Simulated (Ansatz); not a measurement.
## Molecular dynamics of TiO$_{2}$

Input file:

```yaml
crystal:
  lattice:
    - [-2.968473, -4.707607, 0.0]
    - [2.968056, -4.707607, 0.0]
    - [1.48357, 0.242353, 7.083465]
  atoms:
    - { symbol: Ti, position: [0.9089088, 0.5706169, 0.6844964] }
    - { symbol: Ti, position: [0.0875501, 0.4321903, 0.3169599] }
    - { symbol: Ti, position: [0.4981197, 0.5014915, 0.0007032] }
    - { symbol: O, position: [0.8083371, 0.3763628, 0.8728272] }
    - { symbol: O, position: [0.0337928, 0.2631999, 0.5495147] }
    - { symbol: O, position: [0.7008329, 0.6073301, 0.1951716] }
    - { symbol: O, position: [0.2949052, 0.3961414, 0.8062432] }
    - { symbol: O, position: [0.9621725, 0.7400988, 0.4518781] }
    - { symbol: O, position: [0.1872621, 0.6273002, 0.1285388] }
    - { symbol: Ti, position: [0.4089088, 0.0706169, 0.6844964] }
    - { symbol: Ti, position: [0.5875501, 0.9321903, 0.3169599] }
    - { symbol: Ti, position: [0.9981197, 0.0014915, 0.0007032] }
    - { symbol: O, position: [0.3083371, 0.8763628, 0.8728272] }
    - { symbol: O, position: [0.5337928, 0.7631999, 0.5495147] }
    - { symbol: O, position: [0.2008329, 0.1073301, 0.1951716] }
    - { symbol: O, position: [0.7949052, 0.8961414, 0.8062432] }
    - { symbol: O, position: [0.4621725, 0.2400988, 0.4518781] }
    - { symbol: O, position: [0.6872621, 0.1273002, 0.1285388] }
basis:
  ecutwfc: 420.0
kpoints:
  mp_grid: { grid: [2, 2, 2] }
hamiltonian:
  xc: pbe
  pseudopotentials: { kind: paw, azcp: { folder: soft_1 } }
scf:
  occupations: { method: fermi_dirac, width: 0.36 }
  lower_state_search: "off"
md:
  timestep: 1.12
  n_steps: 110
  ensemble: nvt_langevin
  temperature: 4200.0
  initial_velocities: maxwell_boltzmann
  seed: 511137
  friction: 0.02
```

Command:

```bash
$ ansatz run input.yaml --threads 1 --pin off --max-ram 3072MiB --backend cpu --events-out ev --progress --plain --runs-dir out
```

It starts from an unrelaxed structure (largest force component 0.12 eV/Å).

Output, in part (one step line in 4):

```
md step     0: t =     0.00 fs  T =  3966.7 K  F+E_penalty+E_count = -21831.56154259 eV  E_kin = 9.229164 eV  (10 SCF iters)
md step     4: t =     4.48 fs  T =  3690.5 K  F+E_penalty+E_count = -21830.44467135 eV  E_kin = 8.586522 eV  (9 SCF iters)
md step     8: t =     8.96 fs  T =  2795.1 K  F+E_penalty+E_count = -21828.21129169 eV  E_kin = 6.503290 eV  (7 SCF iters)
md step    12: t =    13.44 fs  T =  2292.1 K  F+E_penalty+E_count = -21825.97178370 eV  E_kin = 5.332919 eV  (7 SCF iters)
md step    16: t =    17.92 fs  T =  2191.9 K  F+E_penalty+E_count = -21824.83770974 eV  E_kin = 5.099924 eV  (7 SCF iters)
md step    20: t =    22.40 fs  T =  2337.1 K  F+E_penalty+E_count = -21824.96586260 eV  E_kin = 5.437701 eV  (8 SCF iters)
md step    24: t =    26.88 fs  T =  2531.7 K  F+E_penalty+E_count = -21825.24333483 eV  E_kin = 5.890446 eV  (7 SCF iters)
md step    28: t =    31.36 fs  T =  3306.7 K  F+E_penalty+E_count = -21825.27973130 eV  E_kin = 7.693693 eV  (7 SCF iters)
md step    32: t =    35.84 fs  T =  3265.9 K  F+E_penalty+E_count = -21824.81888088 eV  E_kin = 7.598791 eV  (8 SCF iters)
md step    36: t =    40.32 fs  T =  4014.1 K  F+E_penalty+E_count = -21823.98478495 eV  E_kin = 9.339583 eV  (8 SCF iters)
md step    40: t =    44.80 fs  T =  4167.5 K  F+E_penalty+E_count = -21825.01838688 eV  E_kin = 9.696362 eV  (9 SCF iters)
md step    44: t =    49.28 fs  T =  4589.2 K  F+E_penalty+E_count = -21825.95092625 eV  E_kin = 10.677680 eV  (8 SCF iters)
md step    48: t =    53.76 fs  T =  3887.8 K  F+E_penalty+E_count = -21825.03303268 eV  E_kin = 9.045716 eV  (8 SCF iters)
md step    52: t =    58.24 fs  T =  3176.6 K  F+E_penalty+E_count = -21823.63612276 eV  E_kin = 7.390862 eV  (8 SCF iters)
md step    56: t =    62.72 fs  T =  2674.3 K  F+E_penalty+E_count = -21823.45722082 eV  E_kin = 6.222335 eV  (7 SCF iters)
md step    60: t =    67.20 fs  T =  2901.9 K  F+E_penalty+E_count = -21823.53739793 eV  E_kin = 6.751832 eV  (9 SCF iters)
md step    64: t =    71.68 fs  T =  3592.3 K  F+E_penalty+E_count = -21823.70021452 eV  E_kin = 8.358082 eV  (8 SCF iters)
md step    68: t =    76.16 fs  T =  4482.9 K  F+E_penalty+E_count = -21824.19958544 eV  E_kin = 10.430296 eV  (7 SCF iters)
md step    72: t =    80.64 fs  T =  4042.9 K  F+E_penalty+E_count = -21823.24539592 eV  E_kin = 9.406541 eV  (7 SCF iters)
md step    76: t =    85.12 fs  T =  3962.3 K  F+E_penalty+E_count = -21822.86498131 eV  E_kin = 9.219065 eV  (7 SCF iters)
md step    80: t =    89.60 fs  T =  4618.9 K  F+E_penalty+E_count = -21823.40105604 eV  E_kin = 10.746644 eV  (9 SCF iters)
md step    84: t =    94.08 fs  T =  3923.6 K  F+E_penalty+E_count = -21822.57106642 eV  E_kin = 9.128935 eV  (7 SCF iters)
md step    88: t =    98.56 fs  T =  3710.2 K  F+E_penalty+E_count = -21820.71417004 eV  E_kin = 8.632360 eV  (8 SCF iters)
md step    92: t =   103.04 fs  T =  3143.4 K  F+E_penalty+E_count = -21819.43237186 eV  E_kin = 7.313691 eV  (7 SCF iters)
md step    96: t =   107.52 fs  T =  3172.3 K  F+E_penalty+E_count = -21820.33505321 eV  E_kin = 7.381007 eV  (7 SCF iters)
md step   100: t =   112.00 fs  T =  3698.6 K  F+E_penalty+E_count = -21821.23660873 eV  E_kin = 8.605439 eV  (9 SCF iters)
md step   104: t =   116.48 fs  T =  3400.3 K  F+E_penalty+E_count = -21821.52197227 eV  E_kin = 7.911390 eV  (7 SCF iters)
md step   108: t =   120.96 fs  T =  3838.6 K  F+E_penalty+E_count = -21821.86417570 eV  E_kin = 8.931137 eV  (7 SCF iters)
md step   110: t =   123.20 fs  T =  3391.4 K  F+E_penalty+E_count = -21821.34695563 eV  E_kin = 7.890776 eV  (9 SCF iters)
```

The run went to its last step. The mean temperature of the second half is 15 % below the set value. A run of 0.12 ps of so small a system gives no equilibrium averages. Limits of this set-up: coarse k mesh.

Mean squared displacements from the first frame to the last, about the centre of mass: Ti 0.14 Å², O 0.24 Å².

Last frame:

```xyz
18
Lattice="-2.9685 -4.7076 0.0000 2.9681 -4.7076 0.0000 1.4836 0.2424 7.0835" Properties=species:S:1:pos:R:3
Ti 0.410 -6.845 4.873
Ti 1.585 -2.387 2.025
Ti -0.322 -4.563 0.153
O 0.086 -5.496 6.286
O 2.053 -1.515 3.603
O 0.747 -5.640 0.914
O 1.570 -2.972 5.867
O 0.366 -8.167 3.166
O 1.821 -3.248 0.687
Ti 0.205 -2.464 4.549
Ti 1.546 -7.234 1.984
Ti -3.316 -4.960 -0.260
O 2.931 -5.279 5.591
O 1.398 -6.221 3.757
O -0.007 -1.491 1.212
O 1.820 -8.145 5.763
O -0.214 -3.761 3.107
O -1.617 -3.750 0.800
```

Run time: 15 min on 1 thread of Arm Neoverse V2, on a shared host, peak memory 0.67 GiB.
